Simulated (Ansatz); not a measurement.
Runs of Ansatz 0.2.0 on BaTiO3. The structure is cubic, space group Pm-3m (No. 221). The conventional cell has a = 4.006 Å, b = 4.006 Å, c = 4.006 Å, α = 90.00°, β = 90.00°, γ = 90.00°. Ba (site symmetry m-3m) has 12 O at 2.83 Å as nearest neighbours. Ti (site symmetry m-3m) has 6 O at 2.00 Å as nearest neighbours. O (site symmetry 4/mmm) has 2 Ti at 2.00 Å as nearest neighbours. 

```tsv
task	level	cutoff (eV)	basis error allowed	gap on the mesh (eV)	pressure (GPa)	V0 of scaled cells (Å³/atom)	B0 (GPa)
band structure	LDA	357	0.002 eV/atom	(a)	-9.3	-	-
single point	PBE	387	0.001 eV/atom	1.86	1.7	-	-
band structure	PBEsol	358	0.002 eV/atom	1.82	-4.6	-	-
single point	PBEsol	388	0.001 eV/atom	1.82	-4.6	-	-
equation of state	PBE	-	0.001 eV/atom	-	-	(b)	163
equation of state	PBEsol	-	0.001 eV/atom	-	-	12.51	180
band structure	PBE	358	0.002 eV/atom	1.86	1.7	-	-
```

Alike in all rows: potentials or basis all-electron LAPW, scalar-relativistic; no spin polarisation; cell as given; k mesh 7 × 7 × 7; smearing fermi-dirac 0.05 eV.

Estimate the missing entries.

(a) 1.78; (b) 12.99.

Caveats: spin-orbit coupling is left out, which moves the levels of the heavy elements (some runs); an odd mesh through Γ misses points on the zone boundary, where band edges often lie (some runs).

A k mesh can miss the band edges, and the runs leave out spin-orbit coupling on Ba.

Not every run made on this cell is shown here.
